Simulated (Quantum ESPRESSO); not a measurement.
**WS2: Hubbard U from linear response under several settings**

```
W S
1.0
     3.18352    0.00000    0.00000
    -1.59176    2.75701    0.00000
     0.00000    0.00000   16.95058
W S
1 2
Direct
  0.00000 0.00000 0.00000
  0.33333 0.66667 0.09200
  0.33333 0.66667 0.90800
```

All runs used Quantum ESPRESSO 7.5; given cell; no spin polarisation; cutoff 612 eV; occupations smeared at first, fixed for the response.

```csv
level,potentials,k mesh (s: shifted),projectors,U typed (eV),q mesh,with V,state,U computed (eV)
PBEsol+U,GBRV 1.5 PBEsol,8 × 8 × 2,ortho-atomic,5.0,2 × 2 × 2,no,insulator,?
LDA+U,GBRV 1.5 LDA,4 × 4 × 1,ortho-atomic,5.3,2 × 2 × 1,yes,insulator,"W 2.7, S 3.6"
```

Q: What stands in the row left open?

A: U computed W 3.1 eV.

Caveats: some runs use coarse meshes; the computed U isn't converged in cell size (some runs).

